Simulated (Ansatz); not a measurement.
Run this with the Ansatz DFT code, driven from Python and show what comes out.

`plus_u.py`
```python
"""DFT+U scan for TiS2."""

import ansatz
import numpy as np
from tabulate import tabulate


def count_gap(report):
    # lowest empty less highest filled band, counting bands; zero where they overlap
    return max(report.get("gap_by_band_count_ev") or 0.0, 0.0)

lattice = ansatz.Lattice.of(
    [3.412, 0.0, 0.0],
    [-1.706, 2.954879, 0.0],
    [0.0, 0.0, 5.695],
)
sites = [
    ("Ti", [0.0, 0.0, 0.0]),
    ("S", [1 / 3, 2 / 3, 0.25]),
    ("S", [2 / 3, 1 / 3, 0.75]),
]
cell = ansatz.Crystal(lattice=lattice)
for symbol, position in sites:
    cell = cell.atom(symbol, position)

calc = (
    cell.calculation()
    .functional("PBE")
    .basis(17 * ansatz.Ha)
    .kpoints(6, 6, 4, center="gamma")
    .occupations("gaussian")
    .band_table()
)
rows = []
for u in [0.0, 2.0, 4.0, 6.0]:
    rep = calc.hubbard("Ti", "d", u_eff=u).run(threads=1).report
    shell = rep["hubbard"]["n_scf"]
    rows.append((u, count_gap(rep), sum(shell) / len(shell), rep["n_iterations"]))
print(tabulate(rows, headers=["U_eff eV", "gap by band count eV", "Ti d occupation (projector)", "iterations"], floatfmt=".4f", tablefmt="pipe"))
```

```console
$ python plus_u.py
|   U_eff eV |   gap by band count eV |   Ti d occupation (projector) |   iterations |
|-----------:|-----------------------:|------------------------------:|-------------:|
|     0.0000 |                 0.0000 |                        2.6896 |           12 |
|     2.0000 |                 0.1217 |                        2.5838 |            9 |
|     4.0000 |                 0.5144 |                        2.4792 |           10 |
|     6.0000 |                 1.0768 |                        2.3801 |           10 |
```

No spin polarisation was allowed. A gap by band count of zero or less means overlapping bands, a metal. A Hubbard U without spin forces both spins into the same orbitals, which can open a gap or pick a state that a spin-polarised run wouldn't. The starting cell is as deposited in a crystallographic database; the results hold for this polymorph, which needn't be the stable one. Gaps and levels are Kohn-Sham values on a finite set of k-points. Shell occupations and the effect of U depend on the projectors; a run with no .spin step is spin-unpolarised, and each U may end in a state that isn't the lowest. Finished in 4.3 s on 1 thread of Intel(R) Xeon(R) 6975P-C (Granite Rapids), with other jobs on the host, peak memory 0.41 GiB.
